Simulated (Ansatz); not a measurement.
# Co (P-3m1) in Ansatz: notebook

One crystal, Co, is run at these levels: PBEsol; tasks: single point, band structure.

Everything below comes from runs of Ansatz 0.2.0. Logs are shortened: lines on timing, memory, paths and dates and some standing lists are left out, and cuts for length are marked.

### 1 The structure

Symmetry: P-3m1, No. 164, trigonal system. Conventional cell: a = 2.487 Å, b = 2.487 Å, c = 4.063 Å, α = 90.00°, β = 90.00°, γ = 120.00°. Around Co (site symmetry 3m) lie 12 Co at 2.42 to 2.55 Å.

### 2 Single point, PBEsol, collinear spin, ferromagnetic start, 10.23 Å³/atom (volume scaled by 0.94)

input.yaml reads:

```yaml
crystal:
  lattice:
    - [2.4365880777, 0.0, 0.0]
    - [-1.2182940388, 2.1101471738, 0.0]
    - [0.0, 0.0, 3.9803419532]
  atoms:
    - { symbol: Co, position: [0.3333333333, 0.6666666667, 0.740139], spin: 2.0 }
    - { symbol: Co, position: [0.6666666667, 0.3333333333, 0.259861], spin: 2.0 }
kpoints:
  mp_grid: { grid: [12, 12, 7] }
scf:
  occupations: { method: fermi_dirac, width: 0.05 }
hamiltonian:
  xc: pbesol
  pseudopotentials: { kind: all_electron, lapw: { basis_error: 0.0005 } }
magnetization:
  spin_polarized: true
output:
  forces: true
  stress: true
  eigenvalues: true
```

Potentials or basis: all-electron LAPW, scalar-relativistic.

Command:

```bash
ansatz run input.yaml --threads 2 --pin off --max-ram 6144MiB --backend cpu --events-out ev --progress --plain --runs-dir out
```

Output:

```text
Warning: RAYON_NUM_THREADS=2 ignored (pool sized by the plan → 2); use --threads N
LAPW: plane waves up to 9.860 Å⁻¹, error target 5.0e-4 eV per atom; small_component_spin mean_spin; Co in spheres of 1.187 Å, 17 of its electrons in bands, Dirac shells [] (how accurate: hamiltonian.pseudopotentials.lapw.basis_error, Limitations)
Engine: ansatz 0.2.0, x86_64-unknown-linux-gnu
Pseudopotentials: kind: all_electron
Pseudopotential: Co, LAPW, valence charge 17, lapw/all_electron/scalar/gaussian/Co, Koelling and Harmon's equation, gaussian nucleus
Functional definition: PBEsol
  exchange = pbesol_x
  correlation = pbesol_c
Crystal: 2 atoms, lattice volume = 20.465 Å³
Basis set: ecut = 370.4290268067736 eV, 313 PW (Γ), exchange–correlation at level 2
Bands: 23, of which v1, the nominal top of the filled ones, is band 17 counted from 1 (16 counted from 0)
Symmetry: 12 space group operations
Space group: P-3m1 (ITA 164), of the structure as read, at distance tolerance 2.7e-5 Å
Magnetic group: BNS 164.85 (UNI 1315), of the structure as read, at distance tolerance 2.7e-5 Å
k-points: 112 of 1008
Non-local potential: Co, projectors of the file, none
Initial density: superposition of atomic densities (chi_scale 0.1, normalization cell)
Starting moments: Σ|m| = 4 μB on 2 of 2 sites
Initial wavefunctions: plane waves of lowest kinetic energy (no species holds an atomic orbital)
Functional: x = pbesol(κ = 0.804, μ = 0.12345679012345678), c = pbesol(β = 0.046)
iter 1 solved again at ethr=2.09e-4 eV; its pass at ethr=1.00e-1 eV (dr2=7.12e-2 eV) is discarded
SCF iter   1: F=—  HF=-75768.698738 eV  |F-HF|=—  |Δ(HF+E_count)|=         —  Δρ=2.20e-2 (↑2.17e-2 ↓2.20e-2)  dr2=7.13e-2  dr2_m=7.93e-2  M=3.173 μB ∫|m|=3.279 μB  β_m=0.30  ethr=2.09e-4  ⟨swp⟩=2.9  Hψ=37592  notcnv=0
Mixer restart at iter 1: flushing history
preconditioner: auto → none  [metal: Δε(μ)=0.008 eV  Ē_g=10.126 eV  σ=0.050 eV  W_gap=0.04  n_scr=2 (ndim 8)  ℏωp=34.8 eV  f_vac=0.000  D(μ)=1.92/eV (n_scr^D=22)  sad-step TF]
SCF iter   2: F=—  HF=-75768.765058 eV  |F-HF|=—  |Δ(HF+E_count)|=   6.63e-2  Δρ=1.59e-2 (↑1.51e-2 ↓1.59e-2)  dr2=4.68e-2  dr2_m=4.02e-2  M=3.161 μB ∫|m|=3.300 μB  β_m=0.45  ethr=2.09e-4  ⟨swp⟩=2.0  Hψ=14720  notcnv=0
SCF iter   3: F=—  HF=-75768.817726 eV  |F-HF|=—  |Δ(HF+E_count)|=   5.27e-2  Δρ=6.85e-3 (↑6.85e-3 ↓6.78e-3)  dr2=4.69e-3  dr2_m=7.46e-3  M=3.116 μB ∫|m|=3.318 μB  β_m=0.43  ethr=1.38e-4  ⟨swp⟩=2.7  Hψ=15744  notcnv=0
SCF iter   4: F=—  HF=-75768.833570 eV  |F-HF|=—  |Δ(HF+E_count)|=   1.58e-2  Δρ=2.22e-3 (↑1.80e-3 ↓2.22e-3)  dr2=5.81e-4  dr2_m=6.36e-4  M=3.109 μB ∫|m|=3.346 μB  β_m=0.49  ethr=1.38e-5  ⟨swp⟩=2.9  Hψ=15320  notcnv=0
SCF iter   5: F=—  HF=-75768.836172 eV  |F-HF|=—  |Δ(HF+E_count)|=         —  Δρ=9.56e-4 (↑6.92e-4 ↓9.56e-4)  dr2=8.08e-5  dr2_m=1.12e-4  M=3.108 μB ∫|m|=3.360 μB  β_m=0.74  ethr=1.71e-6  ⟨swp⟩=2.8  Hψ=14724  notcnv=0
the basis was enlarged: its passes take 566.5 KiB over the memory plan, 2 of 2 planned eigensolver slots
SCF iter   6: F=—  HF=-75768.836876 eV  |F-HF|=—  |Δ(HF+E_count)|=   7.05e-4  Δρ=4.64e-4 (↑2.71e-4 ↓4.64e-4)  dr2=2.19e-5  dr2_m=2.04e-5  M=3.111 μB ∫|m|=3.373 μB  β_m=0.79  ethr=2.38e-7  ⟨swp⟩=3.0  Hψ=15694  notcnv=0
iter 7 solved again at ethr=4.02e-9 eV; its pass at ethr=6.45e-8 eV (dr2=1.37e-6 eV) is discarded
SCF iter   7: F=—  HF=-75768.837029 eV  |F-HF|=—  |Δ(HF+E_count)|=   1.52e-4  Δρ=1.00e-4 (↑5.78e-5 ↓1.00e-4)  dr2=1.36e-6  dr2_m=9.29e-7  M=3.112 μB ∫|m|=3.381 μB  β_m=0.81  ethr=4.02e-9  ⟨swp⟩=2.0  Hψ=25398  notcnv=0
SCF iter   8: F=—  HF=-75768.837036 eV  |F-HF|=—  |Δ(HF+E_count)|=   7.31e-6  Δρ=1.13e-5 (↑6.64e-6 ↓1.13e-5)  dr2=1.99e-8  dr2_m=1.24e-8  M=3.113 μB ∫|m|=3.383 μB  β_m=0.90  ethr=4.01e-9  ⟨swp⟩=3.0  Hψ=15228  notcnv=0
SCF iter   9: F=-75768.837036 eV  HF=-75768.837036 eV  |F-HF|=2.91e-10  |Δ(HF+E_count)|=   1.17e-7  Δρ=1.21e-6 (↑9.06e-7 ↓1.21e-6)  dr2=1.09e-10  dr2_m=1.78e-10  M=3.113 μB ∫|m|=3.383 μB  ethr=5.85e-11  ⟨swp⟩=3.0  Hψ=15680  notcnv=0
SCF 1 converged in 9 iterations: F = -75768.837036 eV  dr2 = 1.09e-10
SCF converged after 9 iterations
Magnetization: 3.1129 μB (18.5564 up, 15.4436 down)
Absolute magnetization: 3.3830 μB (∫|ρ↑−ρ↓|)
Spin contamination: 0.0435 ħ² per cell (⟨S²⟩ above its minimum at these occupations)
Per-site moments (μB) at R_I (Å): [(1.6090165048759886, 1.1867467870194712), (1.6090165048759886, 1.1867467870194712)]
Free energy (F): -75768.837036 eV
Harris-Foulkes:  -75768.837036 eV  (|F-HF|=2.91e-10)
Internal energy: -75768.821479 eV  (E = F + TS)
E sigma→0 (E₀):  -75768.829258 eV
Entropy (-TS):   -0.015557 eV (-7.778 meV/atom)
Fermi energy:    20.293180 eV
--- Per-component energies (eV) ---
  E_band       = -433.727410
  E_kinetic    = 76889.083287
  E_xc         = -3182.754830
  E_electrostatic = -149475.149936  (all electrons and nuclei)
  E_smearing   = -0.015557  (= −TS)
  E_closure    = 0.000000  (closes the sum)
  E_atoms      = -75750.878730  (free atoms, spherical and without spin; not in F)
  Σ components = -75768.837036   (vs F -75768.837036, Δ=0.00e0)
  Basis errors (estimates in eV, not in F): energy 1.3e-4 per atom: plane waves 1.1e-4 (5.6e-5 summed), levels above the bands 3.9e-91, relativity 1.6e-8, radial functions 2.1e-5, core shells 3.8e-9; eigenvalues (radial functions only) 5.4e-7; not estimated: angular momenta, meshes, grids; target (lapw.basis_error) 5.0e-4; muffin-tin radii Co 1.187 Å
--- Forces (eV/Å), atoms counted from 1 ---
  atom   1  Co     0.00000000     0.00000000     0.66749227
  atom   2  Co    -0.00000000    -0.00000000    -0.66749227
  max |Σ_I F_I| component: 9.25e-18 eV/Å
--- Stress (GPa, compression-positive) ---
        5.290819       0.000000       0.000000
       -0.000000       5.290819      -0.000000
        0.000000      -0.000000       2.106894
  P = ⅓ Tr σ = 4.2295 GPa (42.295 kbar)
--- Band table (eV; the first three rows and the last of 224) ---
  k-point 0 ↑: bands = ["-75.4942", "-75.4186", "-39.0729", "-38.7127", "-38.7127", "-38.6630", "-38.6537", "-38.6537", "10.8587", "14.7644", "17.5299", "17.5963", "17.5963", "17.9241", "17.9241", "18.3982", "18.3982", "19.5829", "19.5829", "19.9361", "26.9136", "42.5766", "45.6455"]
  k-point 1 ↑: bands = ["-75.4909", "-75.4219", "-39.0541", "-38.7101", "-38.7101", "-38.6824", "-38.6563", "-38.6563", "11.0704", "14.7155", "17.4667", "17.5472", "17.5472", "17.8725", "17.8725", "18.5187", "18.5187", "19.2051", "19.5704", "19.5704", "28.0642", "42.4467", "44.3058"]
  k-point 2 ↑: bands = ["-75.4819", "-75.4310", "-39.0021", "-38.7357", "-38.7032", "-38.7032", "-38.6633", "-38.6633", "11.6839", "14.4415", "17.2821", "17.4866", "17.4866", "17.7411", "17.7411", "18.0157", "18.7861", "18.7861", "19.5109", "19.5109", "30.6409", "40.7032", "42.9452"]
  k-point 111 ↓: bands = ["-73.4283", "-73.4283", "-37.0757", "-37.0757", "-37.0156", "-36.9650", "-36.8066", "-36.8066", "17.1974", "17.4518", "17.4518", "17.5996", "18.3913", "18.3913", "19.7957", "20.2925", "21.4188", "21.4188", "26.9758", "26.9758", "28.0991", "29.3977", "31.1929"]
```

Run time: 23 s. Hardware: 2 threads of Intel Xeon 6975P-C (Granite Rapids), shared host; peak memory 0.7 GiB.

What came out:

* Free energy: -75768.8370 eV
* Pressure: 4.2 GPa
* Largest force: 0.667 eV/Å
* Band gap on the k mesh: none (metal or under the smearing width)
* Net moment: 3.11 μB per cell
* Absolute moment: 3.38 μB per cell
* Site moments: Co +1.61 μB

### 3 Single point, PBEsol, collinear spin, ferromagnetic start, 10.45 Å³/atom (volume scaled by 0.96)

Edit input.yaml of step 2 so:

```diff
@@ -2,5 +2,5 @@
   lattice:
-    - [2.4365880777, 0.0, 0.0]
-    - [-1.2182940388, 2.1101471738, 0.0]
-    - [0.0, 0.0, 3.9803419532]
+    - [2.453747714, 0.0, 0.0]
+    - [-1.226873857, 2.1250078548, 0.0]
+    - [0.0, 0.0, 4.0083734539]
   atoms:
```

Potentials or basis: all-electron LAPW, scalar-relativistic.

Command:

```bash
ansatz run input.yaml --threads 2 --pin off --max-ram 6144MiB --backend cpu --events-out ev --progress --plain --runs-dir out
```

Run time: 22 s. Hardware: 2 threads of Intel Xeon 6975P-C (Granite Rapids), shared host; peak memory 0.71 GiB.

Results (log left out):

```yaml
Free_energy: -75768.8416 eV
Pressure: -0.8 GPa
Largest_force: 0.583 eV/Å
Band_gap_on_the_k_mesh: none (metal or under the smearing width)
Net_moment: 3.17 μB per cell
Absolute_moment: 3.45 μB per cell
Site_moments: Co +1.64 μB
```

### 4 Single point, PBEsol, collinear spin, ferromagnetic start, 10.67 Å³/atom (volume scaled by 0.98)

Edit input.yaml of step 3 so:

```diff
@@ -2,5 +2,5 @@
   lattice:
-    - [2.453747714, 0.0, 0.0]
-    - [-1.226873857, 2.1250078548, 0.0]
-    - [0.0, 0.0, 4.0083734539]
+    - [2.4706706468, 0.0, 0.0]
+    - [-1.2353353234, 2.1396635445, 0.0]
+    - [0.0, 0.0, 4.0360182824]
   atoms:
```

Command:

```bash
ansatz run input.yaml --threads 2 --pin off --max-ram 6144MiB --backend cpu --events-out ev --progress --plain --runs-dir out
```

Wall time 22 s (2 threads of Intel Xeon 6975P-C (Granite Rapids), shared host); peak memory 0.71 GiB.

It converged, with:

```
Free energy            : -75768.8332 eV
Pressure               : -5.3 GPa
Largest force          : 0.507 eV/Å
Band gap on the k mesh : none (metal or under the smearing width)
Net moment             : 3.22 μB per cell
Absolute moment        : 3.51 μB per cell
Site moments           : Co +1.67 μB
```

### 5 Single point, PBEsol, collinear spin, ferromagnetic start, 10.89 Å³/atom

Edit input.yaml of step 4 so:

```diff
@@ -2,5 +2,5 @@
   lattice:
-    - [2.4706706468, 0.0, 0.0]
-    - [-1.2353353234, 2.1396635445, 0.0]
-    - [0.0, 0.0, 4.0360182824]
+    - [2.4873648738, 0.0, 0.0]
+    - [-1.2436824369, 2.1541211692, 0.0]
+    - [0.0, 0.0, 4.0632895034]
   atoms:
```

Command:

```bash
ansatz run input.yaml --threads 2 --pin off --max-ram 6144MiB --backend cpu --events-out ev --progress --plain --runs-dir out
```

Wall time 17 s (2 threads of Intel Xeon 6975P-C (Granite Rapids), shared host); peak memory 0.71 GiB.

It converged, with:

| Property | Result |
| --- | --- |
| Free energy | -75768.8131 eV |
| Pressure | -9.4 GPa |
| Largest force | 0.439 eV/Å |
| Band gap on the k mesh | none (metal or under the smearing width) |
| Net moment | 3.26 μB per cell |
| Absolute moment | 3.56 μB per cell |
| Site moments | Co +1.69 μB |

### 6 Single point, PBEsol, collinear spin, ferromagnetic start, 11.10 Å³/atom (volume scaled by 1.02)

Edit input.yaml of step 5 so:

```diff
@@ -2,5 +2,5 @@
   lattice:
-    - [2.4873648738, 0.0, 0.0]
-    - [-1.2436824369, 2.1541211692, 0.0]
-    - [0.0, 0.0, 4.0632895034]
+    - [2.5038379689, 0.0, 0.0]
+    - [-1.2519189845, 2.1683872881, 0.0]
+    - [0.0, 0.0, 4.0901994896]
   atoms:
```

Potentials or basis: all-electron LAPW, scalar-relativistic.

Command:

```bash
ansatz run input.yaml --threads 2 --pin off --max-ram 6144MiB --backend cpu --events-out ev --progress --plain --runs-dir out
```

Run time: 18 s. Hardware: 2 threads of Intel Xeon 6975P-C (Granite Rapids), shared host; peak memory 0.68 GiB.

Results (log left out):

```yaml
Free_energy: -75768.7825 eV
Pressure: -13.0 GPa
Largest_force: 0.377 eV/Å
Band_gap_on_the_k_mesh: none (metal or under the smearing width)
Net_moment: 3.30 μB per cell
Absolute_moment: 3.61 μB per cell
Site_moments: Co +1.71 μB
```

### 7 Single point, PBEsol, collinear spin, ferromagnetic start, 11.32 Å³/atom (volume scaled by 1.04)

Edit input.yaml of step 6 so:

```diff
@@ -2,5 +2,5 @@
   lattice:
-    - [2.5038379689, 0.0, 0.0]
-    - [-1.2519189845, 2.1683872881, 0.0]
-    - [0.0, 0.0, 4.0901994896]
+    - [2.5200971126, 0.0, 0.0]
+    - [-1.2600485563, 2.1824681195, 0.0]
+    - [0.0, 0.0, 4.1167599708]
   atoms:
```

Command:

```bash
ansatz run input.yaml --threads 2 --pin off --max-ram 6144MiB --backend cpu --events-out ev --progress --plain --runs-dir out
```

Run time: 17 s. Hardware: 2 threads of Intel Xeon 6975P-C (Granite Rapids), shared host; peak memory 0.72 GiB.

Results (log left out):

```yaml
Free_energy: -75768.7425 eV
Pressure: -16.3 GPa
Largest_force: 0.321 eV/Å
Band_gap_on_the_k_mesh: none (metal or under the smearing width)
Net_moment: 3.33 μB per cell
Absolute_moment: 3.65 μB per cell
Site_moments: Co +1.72 μB
```

### 8 Single point, PBEsol, collinear spin, ferromagnetic start, 11.54 Å³/atom (volume scaled by 1.06)

Edit input.yaml of step 7 so:

```diff
@@ -2,5 +2,5 @@
   lattice:
-    - [2.5200971126, 0.0, 0.0]
-    - [-1.2600485563, 2.1824681195, 0.0]
-    - [0.0, 0.0, 4.1167599708]
+    - [2.5361491194, 0.0, 0.0]
+    - [-1.2680745597, 2.1963695652, 0.0]
+    - [0.0, 0.0, 4.1429820789]
   atoms:
```

Command:

```bash
ansatz run input.yaml --threads 2 --pin off --max-ram 6144MiB --backend cpu --events-out ev --progress --plain --runs-dir out
```

Wall time 19 s (2 threads of Intel Xeon 6975P-C (Granite Rapids), shared host); peak memory 0.71 GiB.

Results (log left out):

* Free energy: -75768.6942 eV
* Pressure: -19.2 GPa
* Largest force: 0.270 eV/Å
* Band gap on the k mesh: none (metal or under the smearing width)
* Net moment: 3.35 μB per cell
* Absolute moment: 3.68 μB per cell
* Site moments: Co +1.74 μB

### 9 Band structure, PBEsol, collinear spin, ferromagnetic start

input.yaml reads:

```yaml
crystal:
  lattice:
    - [2.4873648738, 0.0, 0.0]
    - [-1.2436824369, 2.1541211692, 0.0]
    - [0.0, 0.0, 4.0632895034]
  atoms:
    - { symbol: Co, position: [0.3333333333, 0.6666666667, 0.740139], spin: 2.0 }
    - { symbol: Co, position: [0.6666666667, 0.3333333333, 0.259861], spin: 2.0 }
kpoints:
  mp_grid: { grid: [12, 12, 7] }
  band_path:
    path:
      - [0.0, 0.0, 0.0]
      - [0.5, 0.0, 0.0]
      - [0.3333333333, 0.3333333333, 0.0]
      - [0.0, 0.0, 0.0]
      - [0.0, 0.0, 0.5]
      - [0.5, 0.0, 0.5]
      - [0.3333333333, 0.3333333333, 0.5]
      - [0.0, 0.0, 0.5]
    npoints: 12
scf:
  occupations: { method: fermi_dirac, width: 0.05 }
hamiltonian:
  xc: pbesol
  pseudopotentials: { kind: all_electron, lapw: { basis_error: 0.001 } }
magnetization:
  spin_polarized: true
output:
  forces: true
  stress: true
  eigenvalues: true
```

Potentials or basis: all-electron LAPW, scalar-relativistic.

Command:

```bash
ansatz run input.yaml --threads 2 --pin off --max-ram 6144MiB --backend cpu --events-out ev --progress --plain --runs-dir out
```

Output:

```text
Warning: RAYON_NUM_THREADS=2 ignored (pool sized by the plan → 2); use --threads N
LAPW: plane waves up to 9.281 Å⁻¹, error target 1.0e-3 eV per atom; small_component_spin mean_spin; Co in spheres of 1.211 Å, 17 of its electrons in bands, Dirac shells [] (how accurate: hamiltonian.pseudopotentials.lapw.basis_error, Limitations)
[... 6 set-up lines as earlier in the session ...]
Crystal: 2 atoms, lattice volume = 21.771 Å³
Basis set: ecut = 328.2113709942269 eV, 313 PW (Γ), exchange–correlation at level 2
Bands: 23, of which v1, the nominal top of the filled ones, is band 17 counted from 1 (16 counted from 0)
[... 1 set-up line as earlier in the session ...]
Space group: P-3m1 (ITA 164), of the structure as read, at distance tolerance 2.8e-5 Å
Magnetic group: BNS 164.85 (UNI 1315), of the structure as read, at distance tolerance 2.8e-5 Å
k-points: 112 of 1008
[... 2 set-up lines as earlier in the session ...]
Starting moments: Σ|m| = 4 μB on 2 of 2 sites
[... 2 set-up lines as earlier in the session ...]
[... 21 lines left out ...]
Free energy (F): -75768.812867 eV
Harris-Foulkes:  -75768.812867 eV  (|F-HF|=6.40e-10)
Internal energy: -75768.797780 eV  (E = F + TS)
E sigma→0 (E₀):  -75768.805324 eV
Entropy (-TS):   -0.015086 eV (-7.543 meV/atom)
Fermi energy:    18.847570 eV
--- Per-component energies (eV) ---
  E_band       = -480.166297
  E_kinetic    = 76883.692504
  E_xc         = -3181.460335
  E_electrostatic = -149471.029950  (all electrons and nuclei)
  E_smearing   = -0.015086  (= −TS)
  E_closure    = 0.000000  (closes the sum)
  E_atoms      = -75750.878730  (free atoms, spherical and without spin; not in F)
  Σ components = -75768.812867   (vs F -75768.812867, Δ=0.00e0)
  Basis errors (estimates in eV, not in F): energy 2.6e-4 per atom: plane waves 2.2e-4 (1.1e-4 summed), levels above the bands 4.6e-85, relativity 6.5e-9, radial functions 3.8e-5, core shells 1.9e-9; eigenvalues (radial functions only) 7.5e-7; not estimated: angular momenta, meshes, grids; target (lapw.basis_error) 1.0e-3; muffin-tin radii Co 1.211 Å
--- Forces (eV/Å), atoms counted from 1 ---
  atom   1  Co     0.00000000    -0.00000000     0.43949175
  atom   2  Co    -0.00000000     0.00000000    -0.43949175
  max |Σ_I F_I| component: 1.11e-16 eV/Å
--- Stress (GPa, compression-positive) ---
       -8.438451       0.000000      -0.000000
        0.000000      -8.438451      -0.000000
       -0.000000      -0.000000     -11.316852
  P = ⅓ Tr σ = -9.3979 GPa (-93.979 kbar)
--- Band table (eV; the first three rows and the last of 224) ---
  k-point 0 ↑: bands = ["-76.9354", "-76.8778", "-40.4769", "-40.1872", "-40.1872", "-40.1481", "-40.1392", "-40.1392", "9.7748", "13.6050", "16.1588", "16.2178", "16.2178", "16.5162", "16.5162", "16.9380", "16.9380", "18.0184", "18.0184", "18.5206", "24.8909", "40.6188", "43.2765"]
  k-point 1 ↑: bands = ["-76.9329", "-76.8804", "-40.4618", "-40.1851", "-40.1851", "-40.1636", "-40.1413", "-40.1413", "9.9765", "13.5511", "16.1025", "16.1729", "16.1729", "16.4689", "16.4689", "17.0481", "17.0481", "17.7892", "18.0065", "18.0065", "26.0378", "40.5142", "42.0646"]
  k-point 2 ↑: bands = ["-76.9261", "-76.8872", "-40.4202", "-40.2061", "-40.1795", "-40.1795", "-40.1469", "-40.1469", "10.5626", "13.2633", "15.9387", "16.1173", "16.1173", "16.3497", "16.3497", "16.6282", "17.2906", "17.2906", "17.9519", "17.9519", "28.5720", "38.5395", "40.8896"]
  k-point 111 ↓: bands = ["-74.8003", "-74.8003", "-38.4055", "-38.4055", "-38.3540", "-38.3129", "-38.1919", "-38.1919", "16.0349", "16.2562", "16.2562", "16.4007", "17.1229", "17.1229", "18.4404", "18.9068", "19.9251", "19.9251", "25.1479", "25.1479", "26.2410", "27.4911", "29.0541"]
```

bands.tsv:

```text
[... 99 lines left out ...]
```

It took 25 s on 2 threads of AMD EPYC 7R43 (Zen 3), shared host; peak memory 0.65 GiB.

Results:

| Quantity | Value |
| --- | --- |
| Free energy | -75768.8129 eV |
| Pressure | -9.4 GPa |
| Largest force | 0.439 eV/Å |
| Band gap along the path | none (metal or under the smearing width) |
| Net moment | 3.26 μB per cell |
| Absolute moment | 3.56 μB per cell |
| Site moments | Co +1.69 μB |

Forces on the atoms (eV/Å):
```
Co   0.000  0.000  0.439
Co   0.000  0.000 -0.439
```

Levels at the corners of the path, in eV from the Fermi level:
Spin up:
| point | band 17 | band 18 | band 19 | band 20 | band 21 | band 22 |
| --- | --- | --- | --- | --- | --- | --- |
| Γ | -1.91 | -0.83 | -0.83 | -0.33 | 6.04 | 21.77 |
| M | -0.66 | -0.50 | 1.24 | 3.24 | 9.29 | 10.25 |
| K | -0.95 | -0.86 | 4.43 | 5.23 | 5.23 | 12.13 |
| Γ | -1.91 | -0.83 | -0.83 | -0.33 | 6.04 | 21.77 |
| A | -1.26 | -1.26 | -1.05 | -1.05 | 13.96 | 15.12 |
| L | -0.62 | -0.56 | 1.33 | 1.60 | 6.99 | 7.30 |
| H | -0.78 | -0.78 | 5.62 | 5.62 | 7.07 | 7.35 |
| A | -1.26 | -1.26 | -1.05 | -1.05 | 13.96 | 15.12 |
Spin down:
| point | band 14 | band 15 | band 16 | band 17 | band 18 | band 19 |
| --- | --- | --- | --- | --- | --- | --- |
| Γ | -0.65 | -0.65 | -0.28 | -0.09 | -0.09 | 1.07 |
| M | -1.07 | -0.65 | 1.22 | 1.31 | 1.39 | 2.54 |
| K | -1.39 | -0.36 | 0.90 | 0.90 | 1.05 | 5.28 |
| Γ | -0.65 | -0.65 | -0.28 | -0.09 | -0.09 | 1.07 |
| A | -1.04 | -1.03 | -1.03 | 0.65 | 0.65 | 0.80 |
| L | 0.16 | 0.16 | 0.28 | 1.30 | 1.34 | 1.98 |
| H | -1.75 | -0.40 | 0.00 | 1.09 | 1.09 | 6.32 |
| A | -1.04 | -1.03 | -1.03 | 0.65 | 0.65 | 0.80 |

### 10 The reference run

An earlier run on the cell as given: functional PBEsol; potentials or basis all-electron LAPW, scalar-relativistic; cutoff 328 eV (chosen from the basis error); basis error allowed 0.001 eV/atom; k mesh 12 × 12 × 7; occupations fermi-dirac, width 0.05 eV; collinear spin, ferromagnetic start; starting moments [2.0, 2.0] μB.

- Pressure: -9.4 GPa
- Largest force: 0.439 eV/Å
- Band gap on the k mesh: none (metal or under the smearing width)
- Net moment: 3.26 μB per cell
- Absolute moment: 3.56 μB per cell
- Site moments: Co +1.69 μB
